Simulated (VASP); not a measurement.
The system is Ag2O.

```xyz
6
Lattice="4.7180 0.0000 0.0000 0.0000 4.7180 0.0000 0.0000 0.0000 4.7180" Properties=species:S:1:pos:R:3 pbc="T T T"
Ag    3.5385    1.1795    3.5385
Ag    3.5385    3.5385    1.1795
Ag    1.1795    3.5385    3.5385
Ag    1.1795    1.1795    1.1795
O     2.3590    2.3590    2.3590
O     0.0000    0.0000    0.0000
```

* Program: VASP 6.6.1
* Task: relaxation of cell and atoms
* Functional: rev-vdW-DF2
* Potentials or basis: VASP PAW PBE potentials, release 64 (Ag, O)
* Cutoff: 600 eV
* k mesh: 5 × 5 × 5
* Occupations: fermi-dirac, width 0.05 eV
* Spin: no spin polarisation

At the start: pressure 2.1 GPa; volume 17.50 Å³/atom.

Problem. Where does the relaxation end?

Solution. Over 3 steps the energy falls by 2.8 meV/atom and the volume is 17.94 Å³/atom (+2.5 %); space group Pn-3m (No. 224, to 0.05 Å).

Step by step:
| step | energy change (eV) | largest force (eV/Å) | pressure (GPa) | volume (Å³) |
| --- | --- | --- | --- | --- |
| 1 | 0.0000 | 0.0000 | 2.10 | 105.02 |
| 2 | -0.0152 | 0.0000 | -0.64 | 108.54 |
| 3 | -0.0169 | 0.0000 | 0.00 | 107.66 |

Final structure:
```xyz
6
Lattice="4.7572 0.0000 0.0000 0.0000 4.7572 0.0000 0.0000 0.0000 4.7572" Properties=species:S:1:pos:R:3 pbc="T T T"
Ag    3.5679    1.1893    3.5679
Ag    3.5679    3.5679    1.1893
Ag    1.1893    3.5679    3.5679
Ag    1.1893    1.1893    1.1893
O     2.3786    2.3786    2.3786
O     0.0000    0.0000    0.0000
```

Caveat: the PAW data sets were made with another functional, which shifts forces and pressure a little.
